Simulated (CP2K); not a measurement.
Runs of CP2K 2026.2 on MgS. The structure is cubic, space group F-43m (No. 216). Conventional cell: a = 5.666 Å, b = 5.666 Å, c = 5.666 Å, α = 90.00°, β = 90.00°, γ = 90.00°. S (site symmetry -43m) has 4 Mg at 2.45 Å as nearest neighbours. Around Mg (site symmetry -43m) lie 4 S at 2.45 Å. The cell comes from a database or a generator and needn't be the stable form of this composition.

| level | potentials or basis | smearing | EPS_DEFAULT | points a segment of the path (NPOINTS) | bands added on the path | gap on the mesh (eV) | pressure (GPa) |
| --- | --- | --- | --- | --- | --- | --- | --- |
| LDA | GTH_POTENTIALS S GTH-PADE-q6, Mg GTH-PADE-q10; TZVP-MOLOPT-PBE-GTH basis | fermi-dirac 0.05 eV | 1.0E-9 | 10 | 6 | 3.03 | -0.8 |
| r2SCAN | POTENTIAL_UZH S GTH-SCAN-q6, Mg GTH-SCAN-q10; TZVP-MOLOPT-SCAN-GTH basis | fermi-dirac 0.1 eV | 1.0E-9 | 8 | 4 | (b) | 0.9 |
| TB-mBJ | POTENTIAL_UZH S GTH-PBE-q6, Mg GTH-PBE-q10; TZVP-MOLOPT-PBE-GTH basis | fermi-dirac 0.05 eV | 1.0E-10 | 8 | 6 | 4.01 | - |
| PBEsol | POTENTIAL_UZH S GTH-PBE-q6, Mg GTH-PBE-q10; TZVP-MOLOPT-PBE-GTH basis | fermi-dirac 0.01 eV | 1.0E-10 | 10 | 2 | 3.14 | (a) |

Alike in all rows: task band structure; no spin polarisation; cell as given; k mesh 8 × 8 × 8.

Task: Estimate the missing entries.

Result: (a) 1.2; (b) 4.00.

Caveats: the basis of atomic orbitals isn't converged, which shifts pressures, moduli and gaps; the potentials were made for another functional, which shifts forces and pressure (some runs); this is a model potential without an energy functional, so only levels have meaning (some runs).

